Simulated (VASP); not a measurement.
Write the native input for VASP 6.6.1 that does the following.

| Quantity | Value |
| --- | --- |
| Task | single point |
| Functional | PBE |
| Potentials or basis | VASP PAW PBE potentials, release 64 (Hg, Se) |
| Cutoff | 520 eV |
| k mesh | 12 × 12 × 12 |
| Occupations | gaussian, width 0.1 eV |
| Spin | no spin polarisation |
| Dipole correction | no |
| Further INCAR settings | ALGO = Normal; EDIFF = 1e-06; NBANDS = 16 |

The structure of HgSe (db) lies in POSCAR:

```
HgSe
1.0
    0.0000000000      3.0390000000      3.0390000000
    3.0390000000      0.0000000000      3.0390000000
    3.0390000000      3.0390000000      0.0000000000
Hg Se
1 1
Direct
    0.0000000000      0.0000000000      0.0000000000
    0.2500000000      0.2500000000      0.2500000000
```

These files were run (other wordings do the same):

INCAR

```
SYSTEM = HgSe
PREC = Accurate ; ENCUT = 520
EDIFF = 1E-6 ; ISMEAR = 0
SIGMA = 0.1 ; LREAL = .False.
LASPH = .True. ; NELM = 100
ALGO = Normal ; ISIF = 2
LWAVE = .False. ; LCHARG = .True.
GGA = PE ; LELF = .True.
LVHAR = .True. ; NBANDS = 16
```

KPOINTS

```
Automatic mesh
0
Gamma
  12 12 12
  0 0 0
```

Potentials or basis: VASP PAW PBE potentials, release 64 (Hg, Se).

Command:

```bash
$ cat potpaw_PBE.64/Hg/POTCAR potpaw_PBE.64/Se/POTCAR > POTCAR
$ mpirun -np 1 vasp_std > vasp.out
```

It gave:

* Pressure: 5.0 GPa
* Band gap on the k mesh: none (metal or under the smearing width)

It took 37 s on 1 thread of Intel(R) Xeon(R) Platinum 8488C (Sapphire Rapids), with other jobs on the host, peak memory 0.22 GiB.
